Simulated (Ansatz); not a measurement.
CsCl:
```
CELL_PARAMETERS angstrom
      4.14021     0.00000     0.00000
      0.00000     4.14021     0.00000
      0.00000     0.00000     4.14021
ATOMIC_POSITIONS crystal
  Cs 0.00000 0.00000 0.00000
  Cl 0.50000 0.50000 0.50000
```

x, y and z are the axes in which the lattice vectors are written.

**Question.** Give the high-frequency dielectric tensor and the Born effective charge tensors of the independent atoms from DFPT, plane-wave PAW r²SCAN (Ansatz code).

**Answer.** 
ε∞:
```
2.70  0.00  0.00
0.00  2.70  0.00
0.00  0.00  2.70
```
Z* of atom 1 (Cs), rows: field, columns: displacement, in e:
```
1.31  0.00  0.00
0.00  1.31  0.00
0.00  0.00  1.31
```
Z* of atom 2 (Cl), rows: field, columns: displacement, in e:
```
-1.31   0.00   0.00
 0.00  -1.31   0.00
 0.00   0.00  -1.31
```

Static charges for comparison (Bader): Cs1 +0.85, Cl2 -0.85 e. Born charges measure polarisation by displacement and can exceed these by far.

Space group Pm-3m (CsCl type). The cell was relaxed with r²SCAN under the symmetry of its start. Spin–orbit coupling is left out wherever it is not named.

Potentials: the earlier of the program's two PAW sets.
